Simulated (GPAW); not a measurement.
Sb:

```
Sb
1.0
    -1.87134    1.87134    1.87134
     1.87134   -1.87134    1.87134
     1.87134    1.87134   -1.87134
Sb
1
Direct
  0.00000 0.00000 0.00000
```

This isn't the form of Sb at room conditions, which is rhombohedral.

Base run:

```yaml
Program: GPAW 26.7.0
Functional: PBEsol
Potentials_or_basis: PAW data sets generated in the run's folder for this functional
Cutoff: 600 eV
Basis: pw
k_mesh: 10 × 10 × 10
Occupations: fermi-dirac, width 0.05 eV
Spin: no spin polarisation
```

Its results: pressure -0.4 GPa.

**Question.** The run is repeated on the same cell with these changes: functional from PBEsol to BLYP. What comes out?

**Answer.** Pressure 8.6 GPa.

BLYP binds less tightly than PBEsol, so the same cell stands under more pressure.

Not every run made on this cell is shown here.
